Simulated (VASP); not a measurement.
A run of VASP 6.6.1 is set up as follows.

INCAR

```
SYSTEM = AlCo
  PREC = Accurate
  ENCUT = 600
  EDIFF = 1E-7
  ISMEAR = 1
  SIGMA = 0.1
  LREAL = .FALSE.
  LASPH = .TRUE.
  NELM = 80
  ALGO = Normal
  ISIF = 2
  LWAVE = .FALSE.
  LCHARG = .FALSE.
  GGA = PS
  IBRION = 2
  NSW = 40
  EDIFFG = -0.01
```

Contents of KPOINTS:

```
regular mesh
0
G
  14 14 14
  0 0 0
```

Contents of POSCAR:

```
AlCo                                    
1.0
    2.7844301528      0.0000000000      0.0000000000
    0.0000000000      2.7844301528      0.0000000000
    0.0000000000      0.0000000000      2.7844301528
  Al              Co            
     1     1
Direct
     0.0000000000000000    0.0000000000000000    0.0000000000000000
     0.5000000000000000    0.5000000000000000    0.5000000000000000
```

Potentials or basis: VASP PAW PBE potentials, release 64 (Al, Co).

Command:

```console
$ cat potpaw_PBE.64/Al/POTCAR potpaw_PBE.64/Co/POTCAR > POTCAR
$ mpirun -np 1 vasp_std > vasp.out
```

(1) Estimate the band gap on the k mesh.

Results:

(1) none (metal or under the smearing width).

Caveat: the relaxation stopped at its first step, so nothing moved.
